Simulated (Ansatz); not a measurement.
# MoS2 in Ansatz: notebook

Aim: see how the results for MoS2 move with the level of theory and the settings. Levels: BLYP+D4, PBE. Tasks: relaxation of cell and atoms, single point.

Everything below comes from runs of Ansatz 0.2.0. Logs are shortened: lines on timing, memory, paths and dates and some standing lists are left out, and cuts for length are marked.

### Step 1. The structure

The cell holds a slab with vacuum, 6 atoms: a = 3.185 Å, b = 3.185 Å, c = 21.671 Å, α = 90.00°, β = 90.00°, γ = 120.00°.

### Step 2. Relaxation of cell and atoms, BLYP+D4

Input file input.yaml:

```yaml
crystal:
  lattice:
    - [3.184541456, 0.0, 0.0]
    - [-1.592270728, 2.7578938003, 0.0]
    - [0.0, 0.0, 21.67053472]
  atoms:
    - { symbol: Mo, position: [0.3333333333, 0.6666666667, 0.85116023] }
    - { symbol: Mo, position: [0.6666666667, 0.3333333333, 0.14883977] }
    - { symbol: S, position: [0.6666666667, 0.3333333333, 0.77962539] }
    - { symbol: S, position: [0.3333333333, 0.6666666667, 0.077251] }
    - { symbol: S, position: [0.6666666667, 0.3333333333, 0.922749] }
    - { symbol: S, position: [0.3333333333, 0.6666666667, 0.22037461] }
hamiltonian:
  xc: blyp
  pseudopotentials: { kind: paw }
  dispersion: d4
kpoints:
  mp_grid: { grid: [10, 10, 2] }
scf:
  occupations: { method: fermi_dirac, width: 0.05 }
output:
  forces: true
  stress: true
relax:
  f_tol: 0.01
  max_steps: 40
  cell: { stress_tol: 0.05 }
```

Potentials or basis: Ansatz PAW.

Command:

```console
> ansatz run input.yaml --threads 2 --pin off --max-ram 5632MiB --backend cpu --events-out ev --progress --plain --runs-dir out
```

Log:

```text
Warning: RAYON_NUM_THREADS=2 ignored (pool sized by the plan → 2); use --threads N
Engine: ansatz 0.2.0, x86_64-unknown-linux-gnu
Pseudopotentials: kind: paw
Pseudopotential: Mo, paw, valence charge 14, recommended cutoff 420 eV (normal), Mo.paw.azcp
Pseudopotential: S, paw, valence charge 6, recommended cutoff 420 eV (normal), S.paw.azcp
Functional definition: BLYP
  parameter beta = 0.0042
  parameter a = 0.04918
  parameter b = 0.132
  parameter c = 0.2533
  parameter d = 0.349
  exchange = b88_x(beta = beta)
  correlation = lyp_c(a = a, b = b, c = c, d = d)
Crystal: 6 atoms, lattice volume = 190.324 Å³
Basis set: ecut = 420 eV, 3721 PW (Γ), exchange–correlation on 48×48×300 points (8 copies of the dense FFT grid, shifted against one another)
Bands: 32, of which v1, the nominal top of the filled ones, is band 26 counted from 1 (25 counted from 0)
Symmetry: 12 space group operations
Space group: P-3m1 (ITA 164), of the structure as read, at distance tolerance 5.8e-5 Å
k-points: 28 of 200
Non-local potential: Mo, projectors of the file, l = 0: 3, l = 1: 2, l = 2: 2, l = 3: 1
Non-local potential: S, projectors of the file, l = 0: 2, l = 1: 2, l = 2: 2
PAW form: soft (Blöchl's): semilocal exchange-correlation on the pseudo side does not see the compensation charge
PAW frozen core: Mo, regenerated for the run's functional, and the local potential with it (the file was generated under x = pbe(κ = 0.804, μ = 0.2195149727645171), c = pbe(β = 0.06672455060314922))
PAW frozen core: S, regenerated for the run's functional, and the local potential with it (the file was generated under x = pbe(κ = 0.804, μ = 0.2195149727645171), c = pbe(β = 0.06672455060314922))
PAW one-centre angular grid: Mo, 590 points (default); XC on 64 Gauss nodes
PAW one-centre angular grid: S, 110 points (default); XC on 64 Gauss nodes
Initial density: superposition of atomic densities (neutral atoms: chi_scale 0, normalization atom), corrected by the library's trained network
Initial wavefunctions: pseudopotential atomic-orbital guess
Functional: x = b88, c = lyp
SCF iter   1: F=—  HF=-13573.833754 eV  |F-HF|=—  |Δ(HF+E_count)|=         —  Δρ=8.43e-3  dr2=2.01e-1  ethr=1.77e-3  ⟨swp⟩=8.9  Hψ=4670  notcnv=0
preconditioner: auto → none  [insulator: Δε(μ)=1.398 eV  Ē_g=7.670 eV  σ=0.050 eV  W_gap=1.00  n_scr=14 (ndim 8)  ℏωp=16.1 eV  f_vac=0.413  D(μ)=0.00/eV (n_scr^D=0)  ε∞_Penn≈5.4]
SCF iter   2: F=—  HF=-13573.938021 eV  |F-HF|=—  |Δ(HF+E_count)|=   1.04e-1  Δρ=1.02e-2  dr2=1.45e0  ethr=3.87e-4  ⟨swp⟩=3.2  Hψ=1897  notcnv=0  defer=8  recentre
SCF iter   3: F=—  HF=-13573.819050 eV  |F-HF|=—  |Δ(HF+E_count)|=   1.19e-1  Δρ=5.68e-3  dr2=1.75e-1  ethr=3.87e-4  ⟨swp⟩=3.8  Hψ=1877  notcnv=0
SCF iter   4: F=—  HF=-13573.802968 eV  |F-HF|=—  |Δ(HF+E_count)|=   1.61e-2  Δρ=3.45e-3  dr2=2.43e-2  ethr=3.37e-4  ⟨swp⟩=2.3  Hψ=1356  notcnv=0
SCF iter   5: F=—  HF=-13573.802772 eV  |F-HF|=—  |Δ(HF+E_count)|=   1.96e-4  Δρ=1.19e-3  dr2=8.80e-4  ethr=4.68e-5  ⟨swp⟩=2.0  Hψ=1507  notcnv=0
SCF iter   6: F=—  HF=-13573.804499 eV  |F-HF|=—  |Δ(HF+E_count)|=   1.73e-3  Δρ=3.42e-4  dr2=1.48e-4  ethr=1.69e-6  ⟨swp⟩=2.8  Hψ=1866  notcnv=0
SCF iter   7: F=—  HF=-13573.804716 eV  |F-HF|=—  |Δ(HF+E_count)|=   2.17e-4  Δρ=5.85e-5  dr2=3.64e-6  ethr=2.85e-7  ⟨swp⟩=2.2  Hψ=1434  notcnv=0
SCF iter   8: F=—  HF=-13573.804658 eV  |F-HF|=—  |Δ(HF+E_count)|=   5.88e-5  Δρ=2.62e-5  dr2=4.74e-7  ethr=7.00e-9  ⟨swp⟩=2.5  Hψ=1678  notcnv=0
SCF iter   9: F=-13573.804658 eV  HF=-13573.804658 eV  |F-HF|=1.22e-8  |Δ(HF+E_count)|=   3.93e-7  Δρ=3.70e-6  dr2=3.36e-8  ethr=1.92e-10  ⟨swp⟩=5.4  Hψ=3665  notcnv=0
SCF 1 converged in 9 iterations: F = -13573.804658 eV  dr2 = 3.36e-8
relax step   1: F+E_penalty+E_count = -13573.80465803 eV  Δ(F+E_penalty+E_count) = +0.000e0 eV  max|allowed force component| = 5.766e-1 eV/Å  Δτ_max = 0.0000 Å  P = +1.478 GPa  Ω = 190.324 Å³  (9 SCF iters, dr2 threshold 1.00e-7 eV, accepted)
Crystal: 6 atoms, lattice volume = 186.232 Å³
Basis set: ecut = 420 eV, 3671 PW (Γ), exchange–correlation on 48×48×300 points (8 copies of the dense FFT grid, shifted against one another)
Initial density: handed on by an earlier stage of this run
Initial wavefunctions: those handed on with the density
iter 1 solved again at ethr=4.82e-4 eV; its pass at ethr=3.10e-3 eV (dr2=2.50e-1 eV) is discarded
SCF iter   1: F=—  HF=-13573.915531 eV  |F-HF|=—  |Δ(HF+E_count)|=         —  Δρ=1.27e-2  dr2=2.58e-1  ethr=4.82e-4  ⟨swp⟩=2.2  Hψ=5257  notcnv=0
[... 40 lines left out ...]
iter 1 solved again at ethr=2.51e-6 eV; its pass at ethr=3.10e-3 eV (dr2=1.31e-3 eV) is discarded
SCF iter   1: F=—  HF=-13573.889666 eV  |F-HF|=—  |Δ(HF+E_count)|=         —  Δρ=6.27e-4  dr2=1.11e-3  ethr=2.51e-6  ⟨swp⟩=3.7  Hψ=5111  notcnv=0
preconditioner: auto → none  [insulator: Δε(μ)=1.147 eV  Ē_g=7.564 eV  σ=0.050 eV  W_gap=1.00  n_scr=14 (ndim 8)  ℏωp=16.3 eV  f_vac=0.417  D(μ)=0.00/eV (n_scr^D=0)  ε∞_Penn≈5.6]
SCF iter   2: F=—  HF=-13573.890207 eV  |F-HF|=—  |Δ(HF+E_count)|=   5.40e-4  Δρ=9.43e-4  dr2=5.05e-3  ethr=2.13e-6  ⟨swp⟩=2.5  Hψ=1444  notcnv=0  recentre
SCF iter   3: F=—  HF=-13573.889544 eV  |F-HF|=—  |Δ(HF+E_count)|=   6.63e-4  Δρ=3.26e-4  dr2=2.17e-4  ethr=2.13e-6  ⟨swp⟩=2.4  Hψ=1306  notcnv=0
SCF iter   4: F=—  HF=-13573.889577 eV  |F-HF|=—  |Δ(HF+E_count)|=   3.29e-5  Δρ=1.60e-4  dr2=5.08e-4  ethr=4.17e-7  ⟨swp⟩=2.1  Hψ=1225  notcnv=0  recentre
SCF iter   5: F=—  HF=-13573.889529 eV  |F-HF|=—  |Δ(HF+E_count)|=   4.74e-5  Δρ=8.25e-5  dr2=7.97e-6  ethr=4.17e-7  ⟨swp⟩=2.0  Hψ=1124  notcnv=0
SCF iter   6: F=—  HF=-13573.889437 eV  |F-HF|=—  |Δ(HF+E_count)|=   9.22e-5  Δρ=1.49e-5  dr2=2.56e-7  ethr=1.53e-8  ⟨swp⟩=2.2  Hψ=1410  notcnv=0
SCF iter   7: F=-13573.889437 eV  HF=-13573.889437 eV  |F-HF|=8.08e-9  |Δ(HF+E_count)|=   1.24e-8  Δρ=5.85e-6  dr2=3.49e-8  ethr=2.13e-10  ⟨swp⟩=5.0  Hψ=3582  notcnv=0
SCF 5 converged in 7 iterations: F = -13573.889437 eV  dr2 = 3.49e-8
relax step   5: F+E_penalty+E_count = -13573.88943714 eV  Δ(F+E_penalty+E_count) = -5.660e-4 eV  max|allowed force component| = 1.471e-3 eV/Å  Δτ_max = 0.0092 Å  P = -0.005 GPa  Ω = 187.210 Å³  energy of the carried Pulay correction = +1.405e-4 eV  (7 SCF iters, dr2 threshold 1.11e-7 eV, accepted)
Basis set: ecut = 420 eV, 3671 PW (Γ), exchange–correlation on 48×48×288 points (8 copies of the dense FFT grid, shifted against one another)
Initial wavefunctions: pseudopotential atomic-orbital guess (no wavefunctions were taken with the density)
iter 1 solved again at ethr=8.11e-8 eV; its pass at ethr=3.10e-3 eV (dr2=4.22e-5 eV) is discarded
SCF iter   1: F=—  HF=-13573.888436 eV  |F-HF|=—  |Δ(HF+E_count)|=         —  Δρ=2.31e-5  dr2=1.68e-7  ethr=8.11e-8  ⟨swp⟩=4.3  Hψ=7717  notcnv=0
preconditioner: auto → none  [insulator: Δε(μ)=1.142 eV  Ē_g=7.558 eV  σ=0.050 eV  W_gap=1.00  n_scr=14 (ndim 8)  ℏωp=16.3 eV  f_vac=0.418  D(μ)=0.00/eV (n_scr^D=0)  ε∞_Penn≈5.6]
SCF iter   2: F=—  HF=-13573.888903 eV  |F-HF|=—  |Δ(HF+E_count)|=   4.66e-4  Δρ=1.20e-5  dr2=1.58e-7  ethr=3.22e-10  ⟨swp⟩=4.1  Hψ=2303  notcnv=0
SCF iter   3: F=—  HF=-13573.889099 eV  |F-HF|=—  |Δ(HF+E_count)|=   1.97e-4  Δρ=1.04e-5  dr2=3.83e-7  ethr=3.04e-10  ⟨swp⟩=3.6  Hψ=1839  notcnv=0  recentre
SCF iter   4: F=—  HF=-13573.889219 eV  |F-HF|=—  |Δ(HF+E_count)|=   1.19e-4  Δρ=4.79e-6  dr2=5.41e-8  ethr=3.04e-10  ⟨swp⟩=3.3  Hψ=1661  notcnv=0
SCF iter   5: F=—  HF=-13573.889271 eV  |F-HF|=—  |Δ(HF+E_count)|=   5.24e-5  Δρ=3.46e-6  dr2=7.31e-8  ethr=1.04e-10  ⟨swp⟩=3.3  Hψ=1632  notcnv=0
SCF iter   6: F=—  HF=-13573.889301 eV  |F-HF|=—  |Δ(HF+E_count)|=   2.96e-5  Δρ=1.35e-6  dr2=4.23e-9  ethr=1.04e-10  ⟨swp⟩=3.1  Hψ=1525  notcnv=0
SCF iter   7: F=—  HF=-13573.889307 eV  |F-HF|=—  |Δ(HF+E_count)|=   6.03e-6  Δρ=2.85e-7  dr2=1.82e-10  ethr=8.14e-12  ⟨swp⟩=3.1  Hψ=1539  notcnv=0
SCF iter   8: F=-13573.889307 eV  HF=-13573.889307 eV  |F-HF|=6.88e-10  |Δ(HF+E_count)|=   1.93e-7  Δρ=5.34e-8  dr2=9.10e-12  ethr=1.00e-12  ⟨swp⟩=5.5  Hψ=3618  notcnv=0
SCF 6 converged in 8 iterations: F = -13573.889307 eV  dr2 = 9.10e-12
relax step   6: F+E_penalty+E_count = -13573.88930708 eV  Δ(F+E_penalty+E_count) = +1.301e-4 eV  max|allowed force component| = 1.516e-3 eV/Å  Δτ_max = 0.0000 Å  P = -0.006 GPa  Ω = 187.210 Å³  stress off target by 1.33e-2 GPa  SCF on the basis re-selected at this cell (its energy is not comparable with the rows above)  (8 SCF iters)
basis re-selected at this cell: Δ(F+E_penalty+E_count) = +1.301e-4 eV, ΔP = -0.000 GPa vs the last step (what re-selecting the basis moved, of the pressure what is left beyond the Pulay correction that the steps carried, after the strain that the cell walked since its last selection, with what the two solves' SCF thresholds leave and, on support functions, any second-order correction that the steps lacked; it is no measure of the basis error at this ecutwfc). The dense FFT grid was sized anew with the basis: this SCF ran on 24×24×144 points, the steps before it on 24×24×150, so part of this shift can come from that change (see relax.cell in the input reference). This SCF's stress stands 1.33e-2 GPa from its target on what of the cell is left free (relax.cell.stress_tol is 5.00e-2 GPa) and its largest allowed force component is 1.52e-3 eV/Å (relax.f_tol is 1.00e-2 eV/Å): within both
SCF converged after 8 iterations
Free energy (F): -13573.889307 eV
Harris-Foulkes:  -13573.889307 eV  (|F-HF|=6.88e-10)
Internal energy: -13573.889306 eV  (E = F + TS)
E sigma→0 (E₀):  -13573.889306 eV
Entropy (-TS):   -0.000001 eV (-0.000 meV/atom)
Fermi energy:    4.727140 eV
--- Per-component energies (eV) ---
  E_band       = -652.698678
  E_kinetic    = 1315.676504
  E_local      = -25229.003432  (includes V_loc(G=0)·N_el)
  E_nonlocal   = 402.371415
  E_hartree    = 11979.530288
  E_xc         = -746.897738
  E_vxc        = -792.887823  (∫ρ·V_xc dr)
  E_paw        = -8858.579732  (= ΣΔE_a)
  E_vpaw       = -307.915782  (= ΣTr[D̂ρ^β])
  E_aug_tail   = 0.000065  (compensation charges beyond the density's cutoff)
  E_ewald      = 7567.146978
  E_disp       = -4.381668  (pairwise vdW)
  E_core_change = 0.248015  (= ΣΔE_core)
  E_smearing   = -0.000001  (= −TS)
  E_closure    = -0.000000  (closes the sum)
  Σ components = -13573.889307   (vs F -13573.889307, Δ=0.00e0)
--- Forces (eV/Å), atoms counted from 1 ---
  atom   1  Mo    -0.00000000    -0.00000000     0.00113458
  atom   2  Mo     0.00000000     0.00000000    -0.00113458
  atom   3  S     -0.00000000    -0.00000000    -0.00151590
  atom   4  S      0.00000000     0.00000000    -0.00026607
  atom   5  S      0.00000000    -0.00000000     0.00026607
  atom   6  S     -0.00000000     0.00000000     0.00151590
  max |Σ_I F_I| component: 1.16e-17 eV/Å
--- Stress (GPa, compression-positive) ---
       -0.002314       0.000000       0.000000
        0.000000      -0.002314       0.000000
        0.000000       0.000000      -0.013277
  P = ⅓ Tr σ = -0.0060 GPa (-0.060 kbar)
--- Relaxed structure (5 steps of the walk, 5 accepted, 1 SCFs on fresh bases) ---
  F+E_penalty+E_count = -13573.88930708 eV   max|allowed force component| = 1.516e-3 eV/Å   (the final SCF, on the basis selected at the relaxed cell)
  cell:  # Å, volume = 187.2104 Å³
    - [3.1982173318265574, 0.0, 7.108284077431519e-35]
    - [-1.5991086659132787, 2.7697374561854846, 1.6881258643570378e-33]
    - [4.837127072388848e-34, 1.3543955802688775e-32, 21.134077749940165]
  atoms:
    - { symbol: Mo, position: [0.33333333333333326, 0.6666666666666665, 0.8581205478179487] }
    - { symbol: Mo, position: [0.6666666666666665, 0.33333333333333326, 0.14187945218205156] }
    - { symbol: S, position: [0.6666666666666665, 0.33333333333333326, 0.7837861042063339] }
    - { symbol: S, position: [0.33333333333333326, 0.6666666666666665, 0.06774899247025358] }
    - { symbol: S, position: [0.6666666666666665, 0.33333333333333326, 0.9322510075297464] }
    - { symbol: S, position: [0.33333333333333326, 0.6666666666666665, 0.2162138957936662] }
```

Run time: 64 s. Hardware: 2 threads of Intel Xeon at 2.50GHz (Skylake/Cascade Lake), shared host; peak memory 0.55 GiB.

What came out:

```
Free energy                            : -13573.8893 eV
Relaxed volume                         : 31.20 Å³/atom
Relaxed cell                           : a = 3.198 Å, b = 3.198 Å, c = 21.134 Å, α = 90.00°, β = 90.00°, γ = 120.00°
Space group after relaxing (to 0.05 Å) : P-3m1 (No. 164)
Energy gained by relaxing              : 14.1 meV/atom
Ionic steps                            : 6
Band gap on the k mesh                 : 1.14 eV
```

The path:
```
step  energy change (eV)  largest force (eV/Å)  volume (Å³)
   1              0.0000                0.5766       190.32
   2             -0.0751                0.2327       186.23
   3             -0.0838                0.0810       187.24
   4             -0.0842                0.0421       188.05
   5             -0.0848                0.0015       187.21
   6             -0.0846                0.0015       187.21
```

Final structure:
```
Mo S
1.0
     3.19822    0.00000    0.00000
    -1.59911    2.76974    0.00000
     0.00000    0.00000   21.13408
Mo S
2 4
Direct
  0.33333 0.66667 0.85812
  0.66667 0.33333 0.14188
  0.66667 0.33333 0.78379
  0.33333 0.66667 0.06775
  0.66667 0.33333 0.93225
  0.33333 0.66667 0.21621
```

Caveat: the plane-wave basis is chosen anew once the cell has moved, so the energies of steps on either side of that aren't comparable; the PAW data sets come from PBE, with cores solved anew for the run's functional, which leaves a small shift of forces and pressure. BLYP gaps usually lie below the measured ones, often by a third to a half.

### Step 3. Single point, PBE

Edit input.yaml of step 2 so:

```diff
@@ -13,5 +13,4 @@
 hamiltonian:
-  xc: blyp
+  xc: pbe
   pseudopotentials: { kind: paw }
-  dispersion: d4
 kpoints:
@@ -19,3 +18,3 @@
 scf:
-  occupations: { method: fermi_dirac, width: 0.05 }
+  occupations: { method: gaussian, width: 0.015 }
 output:
@@ -23,5 +22,2 @@
   stress: true
-relax:
-  f_tol: 0.01
-  max_steps: 40
-  cell: { stress_tol: 0.05 }
+  eigenvalues: true
```

Potentials or basis: Ansatz PAW.

Command:

```console
> ansatz run input.yaml --threads 2 --pin off --max-ram 5632MiB --backend cpu --events-out ev --progress --plain --runs-dir out
```

Log:

```text
Warning: RAYON_NUM_THREADS=2 ignored (pool sized by the plan → 2); use --threads N
Engine: ansatz 0.2.0, x86_64-unknown-linux-gnu
Pseudopotentials: kind: paw
Pseudopotential: Mo, paw, valence charge 14, recommended cutoff 420 eV (normal), Mo.paw.azcp
Pseudopotential: S, paw, valence charge 6, recommended cutoff 420 eV (normal), S.paw.azcp
Functional definition: PBE
  parameter kappa = 0.804
  parameter beta = 0.06672455060314922
  exchange = pbe_x(kappa = kappa, mu = beta*pi^2/3)
  correlation = pbe_c(beta = beta)
Crystal: 6 atoms, lattice volume = 190.324 Å³
Basis set: ecut = 420 eV, 3721 PW (Γ), exchange–correlation on 48×48×300 points (8 copies of the dense FFT grid, shifted against one another)
Bands: 32, of which v1, the nominal top of the filled ones, is band 26 counted from 1 (25 counted from 0)
Symmetry: 12 space group operations
Space group: P-3m1 (ITA 164), of the structure as read, at distance tolerance 5.8e-5 Å
k-points: 28 of 200
Non-local potential: Mo, projectors of the file, l = 0: 3, l = 1: 2, l = 2: 2, l = 3: 1
Non-local potential: S, projectors of the file, l = 0: 2, l = 1: 2, l = 2: 2
PAW form: soft (Blöchl's): semilocal exchange-correlation on the pseudo side does not see the compensation charge
[... 29 lines left out ...]
  E_vxc        = -809.517823  (∫ρ·V_xc dr)
  E_paw        = -8803.050838  (= ΣΔE_a)
  E_vpaw       = -306.668201  (= ΣTr[D̂ρ^β])
  E_aug_tail   = 0.000085  (compensation charges beyond the density's cutoff)
  E_ewald      = 7285.166613
  E_smearing   = -0.000000  (= −TS)
  E_closure    = -0.000000  (closes the sum)
  Σ components = -13525.615461   (vs F -13525.615461, Δ=0.00e0)
--- Forces (eV/Å), atoms counted from 1 ---
  atom   1  Mo     0.00000000    -0.00000000     0.00159060
  atom   2  Mo    -0.00000000     0.00000000    -0.00159060
  atom   3  S      0.00000000    -0.00000000    -0.23363152
  atom   4  S      0.00000000     0.00000000    -0.17435604
  atom   5  S      0.00000000    -0.00000000     0.17435604
  atom   6  S      0.00000000     0.00000000     0.23363152
  max |Σ_I F_I| component: 2.54e-17 eV/Å
--- Stress (GPa, compression-positive) ---
        0.462500      -0.000000       0.000000
        0.000000       0.462500       0.000000
        0.000000       0.000000       1.378617
  P = ⅓ Tr σ = 0.7679 GPa (7.679 kbar)
--- Band table (eV; the first three rows and the last of 28) ---
  k-point 0: bands = ["-57.7055", "-57.7055", "-31.8441", "-31.8441", "-31.6420", "-31.6420", "-31.6420", "-31.6420", "-10.9973", "-10.9270", "-9.6740", "-9.5554", "-2.6528", "-2.3154", "0.4814", "0.4814", "0.4844", "0.4844", "1.0251", "1.5988", "1.5988", "1.6097", "1.6097", "1.8200", "3.0493", "3.5343", "5.9143", "5.9143", "5.9221", "5.9221", "6.1751", "6.1751"]
  k-point 1: bands = ["-57.7055", "-57.7055", "-31.8441", "-31.8441", "-31.6420", "-31.6420", "-31.6420", "-31.6420", "-10.9973", "-10.9270", "-9.6740", "-9.5554", "-2.6528", "-2.3154", "0.4814", "0.4814", "0.4844", "0.4844", "1.0251", "1.5988", "1.5988", "1.6097", "1.6097", "1.8199", "3.0493", "3.5342", "5.9143", "5.9143", "5.9220", "5.9220", "6.1751", "6.1751"]
  k-point 2: bands = ["-57.7019", "-57.7019", "-31.8370", "-31.8369", "-31.6784", "-31.6784", "-31.6502", "-31.6502", "-10.8504", "-10.7807", "-9.6128", "-9.4996", "-2.4889", "-2.1536", "0.1650", "0.1713", "0.5547", "0.6338", "0.6388", "0.9216", "1.3706", "1.3832", "1.8765", "2.2409", "2.9991", "3.3638", "5.7441", "5.7688", "5.8131", "5.9166", "6.0023", "6.0565"]
  k-point 27: bands = ["-57.6641", "-57.6641", "-31.9377", "-31.9377", "-31.8549", "-31.8549", "-31.7607", "-31.7607", "-8.8865", "-8.8726", "-8.7670", "-8.7548", "-2.2169", "-2.1748", "-1.7064", "-1.6576", "-0.6903", "-0.6588", "-0.3901", "-0.2944", "0.1365", "0.2746", "1.1055", "1.2141", "2.9837", "3.0289", "4.9179", "4.9391", "6.1191", "6.4451", "6.5252", "6.6191"]
```

Wall time 11 s (2 threads of Intel Xeon at 2.50GHz (Skylake/Cascade Lake), shared host); peak memory 0.53 GiB.

What came out:

* Free energy: -13525.6155 eV
* Largest force: 0.234 eV/Å
* Band gap on the k mesh: 1.38 eV, indirect (least direct gap 1.89 eV)

Forces in eV/Å, atoms in the order of the input:
```
Mo   0.000  0.000  0.002
Mo   0.000  0.000 -0.002
S    0.000  0.000 -0.234
S    0.000  0.000 -0.174
S    0.000  0.000  0.174
S    0.000  0.000  0.234
```
